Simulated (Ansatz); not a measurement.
Ti (simple cubic): energy against volume

All numbers below come from DFT, revPBE, plane waves (420 eV) with PAW, scalar-relativistic (Ansatz 0.2.0). (PAW data from PBE, frozen cores regenerated.)

The cell is scaled uniformly from the relaxed one, with fractional coordinates and shape fixed. Energies are extrapolated to zero smearing, pressures are those at the given smearing. Magnetic state: spin not included.

A Birch-Murnaghan fit gives V₀ = 18.90 Å³/atom, B₀ = 76 GPa, B₀′ = 3.6.

**Question.** What are the energy above the minimum and the pressure at 17.483 Å³/atom?

**Answer.** 28.4 meV/atom and 6.98 GPa as computed.

**Question.** What are the energy above the minimum and the pressure at 20.523 Å³/atom?

**Answer.** 28.8 meV/atom and -5.07 GPa as computed.

**Question.** What are the energy above the minimum and the pressure at 21.283 Å³/atom?

**Answer.** 58.7 meV/atom and -6.94 GPa as computed.
